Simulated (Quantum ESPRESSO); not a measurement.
Input of a Quantum ESPRESSO 7.5 run:

File pw.in:

```
&CONTROL
  calculation = 'scf'
  prefix = 'pwscf'
  outdir = './tmp'
  pseudo_dir = './pseudo'
  tprnfor = .true.
  tstress = .true.
  disk_io = 'nowf'
/
&SYSTEM
  ibrav = 0
  nat = 3
  ntyp = 2
  ecutwfc = 90
  nbnd = 45
  occupations = 'smearing'
  smearing = 'gaussian'
  degauss = 0.00367493
  nspin = 2
  starting_magnetization(1) = 0.1429
  starting_magnetization(2) = 0
/
&ELECTRONS
  conv_thr = 1.2d-07
  electron_maxstep = 100
  mixing_beta = 0.7
  mixing_ndim = 20
/
ATOMIC_SPECIES
Mo    95.9500 Mo.upf
Te   127.6000 Te.upf
CELL_PARAMETERS angstrom
   4.0201319500    0.0000000000    0.0000000000
  -2.0100659700    3.4815363900    0.0000000000
   0.0000000000    0.0000000000    6.4853072000
ATOMIC_POSITIONS crystal
Mo     0.0000000000    0.0000000000    0.0000000000
Te     0.3333333333    0.6666666667    0.2520000000
Te     0.6666666667    0.3333333333    0.7480000000
K_POINTS automatic
5 5 3 0 0 0
HUBBARD {ortho-atomic}
U Mo-4d 3.0
```

Potentials or basis: PseudoDojo 0.4 SR PBEsol stringent.

The run is started by

```bash
$ OMP_NUM_THREADS=1 mpirun -n 2 pw.x -nk 2 -in pw.in > pw.out
```

What does it give for the net moment?

2.35 μB per cell.

Predict the pressure.

-4.7 GPa.

Estimate the largest force.

0.295 eV/Å.

Forces on the atoms (eV/Å):
```
Mo   0.000  0.000  0.000
Te   0.000  0.000 -0.295
Te   0.000  0.000  0.295
```

Caveat: the k mesh is coarse (spacing up to 0.36 Å⁻¹), so the values aren't converged; this functional lacks dispersion, which binds the layers, so the pressure and a relaxed spacing across them are unreliable; the U is typed as a test and isn't derived for this compound. The state reached can hang on the start; a lower one may exist.
